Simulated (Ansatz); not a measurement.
## How far is this AlAs5 from the hull?

Method: Ansatz, DFT PBE, scalar-relativistic, plane waves, PAW. Settings: cutoff 420 eV, Γ-centred meshes spaced at most about 0.3 Å⁻¹, and about 0.25 Å⁻¹ or finer for metals (2π included), Gaussian smearing. No spin polarisation.

The zero of energy is the elements' standard structures at the same level; no fitted shifts are applied.

These are static total energies at zero pressure. The reference form of As is held partly by dispersion forces, which this level lacks.

The competitors are the elements and 1 reference phase of this chemical system (from databases or known types: AlAs), relaxed at the same level; other known phases may be missing.

The candidate was reached from: random cell.

```cif
data_structure
_symmetry_space_group_name_H-M 'I4/mmm'
_symmetry_Int_Tables_number 139
_cell_length_a 5.7508
_cell_length_b 5.7508
_cell_length_c 7.7761
_cell_angle_alpha 90.000
_cell_angle_beta 90.000
_cell_angle_gamma 90.000
_cell_volume 257.17
loop_
_atom_site_label
_atom_site_type_symbol
_atom_site_symmetry_multiplicity
_atom_site_Wyckoff_symbol
_atom_site_fract_x
_atom_site_fract_y
_atom_site_fract_z
_atom_site_occupancy
Al1 Al 2 b 0.00000 0.00000 0.50000 1
As1 As 8 f 0.25000 0.25000 0.25000 1
As2 As 2 a 0.00000 0.00000 0.00000 1
```

Question: Where does it stand against these competitors?

Answer: Not stable. Its formation energy is 0.255 eV/atom. The lowest competing mixture at this composition is this:

```json
{"phase": "As", "space group": "-", "source": "element", "share of atoms": "0.6667", "ΔE_f (eV/atom)": "-0.0005"}
{"phase": "AlAs", "space group": "F-43m (No. 216)", "source": "COD", "share of atoms": "0.3333", "ΔE_f (eV/atom)": "-0.487"}
```

The lowest database cell of As (-0.0005) lies slightly below the reference, hence the non-zero entry.

The mixture lies at -0.163 eV/atom, and the candidate lies 0.42 eV/atom above it. The candidate matches no cell in the subsets of the Crystallography Open Database and the Materials Project at hand. The margin is far too high for a likely synthesis.
